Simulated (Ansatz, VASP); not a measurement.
**Cross-check of Ti3Sn between VASP and Ansatz**

Wanted: the spread between two codes on one cell, functional and k mesh. The two relaxations start from unlike cells of this crystal (the structure described is Ansatz's start), so only their ends are compared.

Program: Ansatz 0.2.0. Level of theory: plane waves, with VASP 6.6.1 beside it; relaxation of cell and atoms at BLYP with D3(BJ) and relaxation of cell and atoms at BLYP. Results are calculated unless marked as measured.

### 1. Starting point

The structure is orthorhombic, space group Cmcm (No. 63). The conventional cell has a = 5.733 Å, b = 10.497 Å, c = 4.741 Å, α = 90.00°, β = 90.00°, γ = 90.00°. Nearest to Ti lie 4 Sn at 2.87 Å and 8 Ti at 2.96 to 2.99 Å. Ti has 8 Ti at 2.77 to 2.99 Å and 4 Sn at 2.93 to 3.05 Å nearest. Nearest to Sn lie 12 Ti at 2.87 to 3.05 Å. Farther neighbours are not listed.

### 2. Ansatz: relaxation of cell and atoms, BLYP with D3(BJ)

Ansatz runs on its default PAW (the set named soft_2) files.

The relaxed volume is the usual yardstick between codes: in a stiff, nearly cubic crystal its relative difference is about their pressure difference at one cell divided by the bulk modulus.

Input file input.yaml:

```yaml
crystal:
  lattice:
    - [2.86637827, -5.24854972, 0.0]
    - [2.86637827, 5.24854972, 0.0]
    - [0.0, 0.0, 4.74143888]
  atoms:
    - { symbol: Ti, position: [0.17906755, 0.82093245, 0.75] }
    - { symbol: Ti, position: [0.82093245, 0.17906755, 0.25] }
    - { symbol: Ti, position: [0.16798949, 0.31440417, 0.75] }
    - { symbol: Ti, position: [0.31440417, 0.16798949, 0.25] }
    - { symbol: Ti, position: [0.83201051, 0.68559583, 0.25] }
    - { symbol: Ti, position: [0.68559583, 0.83201051, 0.75] }
    - { symbol: Sn, position: [0.66730007, 0.33269993, 0.75] }
    - { symbol: Sn, position: [0.33269993, 0.66730007, 0.25] }
kpoints:
  mp_grid: { grid: [6, 6, 6] }
hamiltonian:
  xc: blyp
  dispersion: d3bj
scf:
  occupations: { method: gaussian, width: 0.1 }
output:
  forces: true
  stress: true
  eigenvalues: true
relax:
  adjacent_minimum: "off"
  f_tol: 0.005
  max_steps: 60
  cell: { stress_tol: 0.03 }
```

The run is started by

```sh
> ansatz run input.yaml --threads 8 --pin off --max-ram 16384MiB --backend cpu --events-out ev --progress --plain --runs-dir out
```

Numbers of over 12 decimals in the logs are rounded to 6 here.

The log of the run:

```text
Engine: ansatz 0.2.0, aarch64-unknown-linux-gnu
Pseudopotentials: kind: paw
Pseudopotential: Ti, paw, valence charge 12, recommended cutoff 420 eV (normal), Ti.paw.azcp
Pseudopotential: Sn, paw, valence charge 14, recommended cutoff 420 eV (normal), Sn.paw.azcp
Functional definition: BLYP
  parameter beta = 0.0042
  parameter a = 0.04918
  parameter b = 0.132
  parameter c = 0.2533
  parameter d = 0.349
  exchange = b88_x(beta = beta)
  correlation = lyp_c(a = a, b = b, c = c, d = d)
Crystal: 8 atoms, lattice volume = 142.664 Å³
Basis set: ecut = 420 eV, 2775 PW (Γ), exchange–correlation on 80×80×64 points (8 copies of the dense FFT grid, shifted against one another)
Bands: 60, of which v1, the nominal top of the filled ones, is band 50 counted from 1 (49 counted from 0)
Symmetry: 8 space group operations
Space group: Cmcm (ITA 63), of the structure as read, at distance tolerance 5.2e-5 Å
k-points: 52 of 216
Non-local potential: Ti, projectors of the file, l = 0: 3, l = 1: 2, l = 2: 3, l = 3: 1
Non-local potential: Sn, projectors of the file, l = 0: 2, l = 1: 2, l = 2: 2, l = 3: 2
PAW form: soft (Blöchl's): semilocal exchange-correlation on the pseudo side does not see the compensation charge
PAW frozen core: Ti, regenerated for the run's functional, and the local potential with it (the file was generated under x = pbe(κ = 0.804, μ = 0.219515), c = pbe(β = 0.066725))
PAW frozen core: Sn, regenerated for the run's functional, and the local potential with it (the file was generated under x = pbe(κ = 0.804, μ = 0.219515), c = pbe(β = 0.066725))
PAW one-centre angular grid: Ti, 590 points (default); XC on 64 Gauss nodes
PAW one-centre angular grid: Sn, 590 points (default); XC on 64 Gauss nodes
Initial density: superposition of atomic densities (neutral atoms: chi_scale 0, normalization atom), corrected by the library's trained network
Initial wavefunctions: pseudopotential atomic-orbital guess
Functional: x = b88, c = lyp
SCF iter   1: F=—  HF=-27129.154077 eV  |F-HF|=—  |Δ(HF+E_count)|=         —  Δρ=1.21e-2  dr2=2.15e-1  ethr=1.77e-3  ⟨swp⟩=7.1  Hψ=12910  notcnv=0
preconditioner: auto → Kerker (q_TF=auto, 2.571 Å⁻¹)  [metal: Δε(μ)=0.012 eV  Ē_g=10.579 eV  σ=0.100 eV  W_gap=0.07  n_scr=44 (ndim 8)  ℏωp=22.4 eV  f_vac=0.000  D(μ)=7.67/eV (n_scr^D=70)]
SCF iter   2: F=—  HF=-27129.112150 eV  |F-HF|=—  |Δ(HF+E_count)|=   4.19e-2  Δρ=4.77e-3  dr2=3.02e-2  ethr=2.15e-4  ⟨swp⟩=2.1  Hψ=4590  notcnv=0  defer=126
SCF iter   3: F=—  HF=-27129.109828 eV  |F-HF|=—  |Δ(HF+E_count)|=   2.32e-3  Δρ=2.01e-3  dr2=5.48e-3  ethr=3.02e-5  ⟨swp⟩=2.0  Hψ=3586  notcnv=0  defer=126
SCF iter   4: F=—  HF=-27129.110200 eV  |F-HF|=—  |Δ(HF+E_count)|=   3.73e-4  Δρ=3.69e-4  dr2=2.41e-4  ethr=5.48e-6  ⟨swp⟩=2.0  Hψ=3843  notcnv=0  defer=126
SCF iter   5: F=—  HF=-27129.110180 eV  |F-HF|=—  |Δ(HF+E_count)|=   2.08e-5  Δρ=8.06e-5  dr2=8.59e-6  ethr=2.41e-7  ⟨swp⟩=2.0  Hψ=3843  notcnv=0  defer=126
SCF iter   6: F=—  HF=-27129.110320 eV  |F-HF|=—  |Δ(HF+E_count)|=   1.41e-4  Δρ=2.85e-5  dr2=1.02e-6  ethr=8.59e-9  ⟨swp⟩=2.1  Hψ=4939  notcnv=0  defer=126
SCF iter   7: F=-27129.110321 eV  HF=-27129.110321 eV  |F-HF|=4.65e-9  |Δ(HF+E_count)|=   2.13e-7  Δρ=6.91e-6  dr2=7.10e-8  ethr=1.00e-10  ⟨swp⟩=10.7  Hψ=15423  notcnv=0
SCF 1 converged in 7 iterations: F = -27129.110321 eV  dr2 = 7.10e-8
  greatest PAW one-centre occupation: 0.999 electrons in one spin orbital (limit 2), on the Ti atom at site 5 (counted from 0), in its partial waves of l = 0
relax step   1: F+E_penalty+E_count = -27129.11032052 eV  Δ(F+E_penalty+E_count) = +0.000e0 eV  max|allowed force component| = 1.580e-1 eV/Å  Δτ_max = 0.0000 Å  P = -7.958 GPa  Ω = 142.664 Å³  (7 SCF iters, dr2 threshold 1.00e-7 eV, accepted)
[...]
relax step   7: F+E_penalty+E_count = -27129.36759115 eV  Δ(F+E_penalty+E_count) = -5.784e-5 eV  max|allowed force component| = 5.937e-4 eV/Å  Δτ_max = 0.0031 Å  P = -0.002 GPa  Ω = 133.157 Å³  energy of the carried Pulay correction = +2.416e-3 eV  (7 SCF iters, accepted)
[...]
relax step   8: F+E_penalty+E_count = -27129.36533711 eV  Δ(F+E_penalty+E_count) = +2.254e-3 eV  max|allowed force component| = 5.697e-4 eV/Å  Δτ_max = 0.0000 Å  P = -0.004 GPa  Ω = 133.157 Å³  stress off target by 7.51e-3 GPa  SCF on the basis re-selected at this cell (its energy is not comparable with the rows above)  (6 SCF iters)
basis re-selected at this cell: Δ(F+E_penalty+E_count) = +2.254e-3 eV, ΔP = -0.002 GPa vs the last step (what re-selecting the basis moved, of the pressure what is left beyond the Pulay correction that the steps carried, after the strain that the cell walked since its last selection, with what the two solves' SCF thresholds leave and, on support functions, any second-order correction that the steps lacked; it is no m [...]
SCF converged after 6 iterations
Free energy (F): -27129.365337 eV
Harris-Foulkes:  -27129.365337 eV  (|F-HF|=1.09e-11)
Internal energy: -27129.330381 eV  (E = F + TS)
E sigma→0 (E₀):  -27129.347859 eV
Entropy (-TS):   -0.034956 eV (-4.369 meV/atom)
Fermi energy:    15.749790 eV
--- Per-component energies (eV) ---
  E_band       = -787.355808
  E_kinetic    = 2037.638416
  E_local      = -5737.198252  (includes V_loc(G=0)·N_el)
  E_nonlocal   = -8.984952
  E_hartree    = 2790.012103
  E_xc         = -1340.354550
  E_vxc        = -915.994893  (∫ρ·V_xc dr)
  E_paw        = -14656.267988  (= ΣΔE_a)
  E_vpaw       = -1742.840811  (= ΣTr[D̂ρ^β])
  E_aug_tail   = 0.000683  (compensation charges beyond the density's cutoff)
  E_ewald      = -10202.089691
  E_disp       = -11.935202  (pairwise vdW)
  E_core_change = -0.150949  (= ΣΔE_core)
  E_smearing   = -0.034956  (= −TS)
  E_closure    = -0.000000  (closes the sum)
  Σ components = -27129.365337   (vs F -27129.365337, Δ=0.00e0)
--- Forces (eV/Å), atoms counted from 1 ---
  atom   1  Ti    -0.00000000    -0.00039753     0.00000000
  atom   2  Ti     0.00000000     0.00039753    -0.00000000
  atom   3  Ti    -0.00056975    -0.00005850     0.00000000
  atom   4  Ti    -0.00056975     0.00005850     0.00000000
  atom   5  Ti     0.00056975     0.00005850    -0.00000000
  atom   6  Ti     0.00056975    -0.00005850    -0.00000000
  atom   7  Sn     0.00000000    -0.00020007    -0.00000000
  atom   8  Sn    -0.00000000     0.00020007     0.00000000
  max |Σ_I F_I| component: 1.73e-18 eV/Å
--- Stress (GPa, compression-positive) ---
       -0.001811      -0.000000      -0.000000
       -0.000000      -0.007507       0.000000
       -0.000000       0.000000      -0.002766
  P = ⅓ Tr σ = -0.0040 GPa (-0.040 kbar)
--- Band table (eV; the first three rows and the last of 52) ---
  k-point 0: bands = [... 46 lower, 14.7627, 14.7802, 15.1718, 15.3780, 15.8650, 16.0937, 16.2328, 16.6033, ... 6 higher]
  k-point 1: bands = [... 46 lower, 14.6767, 14.8168, 15.1481, 15.5455, 15.7954, 16.1909, 16.3908, 16.4505, ... 6 higher]
  k-point 2: bands = [... 46 lower, 14.7671, 15.0426, 15.2693, 15.5894, 15.6389, 16.0394, 16.1014, 16.2890, ... 6 higher]
  k-point 51: bands = [... 46 lower, 15.2675, 15.2675, 15.3639, 15.3639, 16.0180, 16.0180, 16.2182, 16.2182, ... 6 higher]
--- Relaxed structure (7 steps of the walk, 4 accepted, 1 SCFs on fresh bases) ---
  F+E_penalty+E_count = -27129.36533711 eV   max|allowed force component| = 5.697e-4 eV/Å   (the final SCF, on the basis selected at the relaxed cell)
  cell:  # Å, volume = 133.1566 Å³
    - [2.801638, -5.120336, 0.0]
    - [2.801638, 5.120336, 0.0]
    - [0.0, 0.0, 4.641115]
  atoms:
    - { symbol: Ti, position: [0.177812, 0.822188, 0.750000] }
    - { symbol: Ti, position: [0.822188, 0.177812, 0.250000] }
    - { symbol: Ti, position: [0.166828, 0.312755, 0.750000] }
    - { symbol: Ti, position: [0.312755, 0.166828, 0.250000] }
    - { symbol: Ti, position: [0.833172, 0.687245, 0.250000] }
    - { symbol: Ti, position: [0.687245, 0.833172, 0.750000] }
    - { symbol: Sn, position: [0.667504, 0.332496, 0.750000] }
    - { symbol: Sn, position: [0.332496, 0.667504, 0.250000] }
```

(Continued in part 2 of 2.)

[Lines on the potential files, build, host, timing and source positions are cut from VASP's logs without a mark.]

[Logs are printed without paths, hosts, clocks, repeated set-up lines and the standing remarks that a program may print on its own settings, such as how far it seeks lower states.]

[Hosts, paths, dates, database ids (printed as entryN), source tags and the programs' standing remarks are cut or masked in the printed files.]
